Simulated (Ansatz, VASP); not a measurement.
# Pt: VASP beside Ansatz

The input INCAR:

```
PREC     = Accurate       # precision mode
ENCUT    = 520            # plane-wave cutoff, eV
EDIFF    = 1E-6           # SCF threshold, eV
ISMEAR   = 0              # smearing method
SIGMA    = 0.1            # smearing width, eV
LREAL    = F              # projectors in reciprocal space
LASPH    = T              # aspherical terms in the spheres
NELM     = 100            # most SCF steps
ALGO     = Fast           # electronic algorithm
ISIF     = 2              # what is computed and relaxed
LWAVE    = F              # write WAVECAR
LCHARG   = T              # write CHGCAR
GGA      = PE             # functional
LELF     = T              # ELF
LVHAR    = T            
NBANDS   = 11             # bands
```

Contents of KPOINTS:

```
Automatic mesh
0
Gamma
  8 8 8
```

The input POSCAR:

```
Pt
1.0
   -1.3931646063      1.3931646063      2.1194967117
    1.3931646063     -1.3931646063      2.1194967117
    1.3931646063      1.3931646063     -2.1194967117
Pt
1
Direct
    0.0000000000      0.0000000000      0.0000000000
```

Input for Ansatz:

```yaml
crystal:
  lattice:
    - [-1.3931646063, 1.3931646063, 2.1194967117]
    - [1.3931646063, -1.3931646063, 2.1194967117]
    - [1.3931646063, 1.3931646063, -2.1194967117]
  atoms:
    - { symbol: Pt, position: [0.0, 0.0, 0.0] }
basis:
  ecutwfc: 420
kpoints:
  mp_grid: { grid: [8, 8, 8] }
hamiltonian:
  xc: pbe
scf:
  occupations: { method: gaussian, width: 0.1 }
  lower_state_search: "off"
output:
  forces: true
  stress: true
  eigenvalues: true
```

Alike in both runs: task single point; functional PBE; k mesh 8 × 8 × 8; occupations gaussian, width 0.1 eV; no spin polarisation.

|  | VASP | Ansatz |
| --- | --- | --- |
| version | VASP 6.6.1 | Ansatz 0.2.0 |
| potentials or method | VASP PAW PBE potentials, release 64 (Pt) | scalar-relativistic, plane waves, PAW |
| plane-wave cutoff (eV) | 520 | 420 |
| valence electrons in the cell | 10 | 18 |

VASP gave:

```
gap on the k mesh at the Fermi level (eV)       : none
pressure (GPa)                                  : -10.9
largest component of the traceless stress (GPa) : 6.00
```

**Question.** What did Ansatz give for the same quantities?

**Answer.** gap on the k mesh at the Fermi level (eV): none; pressure (GPa): -10.6; largest component of the traceless stress (GPa): 6.10.

A gap of «none» marks a metal or a gap that the smearing closes. The two sets of potentials don't hold the same shells in valence.

Caveats: the k mesh is coarse (spacing up to 0.40 Å⁻¹), so the values aren't converged. Spin-orbit coupling is left out, which matters for the levels of Pt.
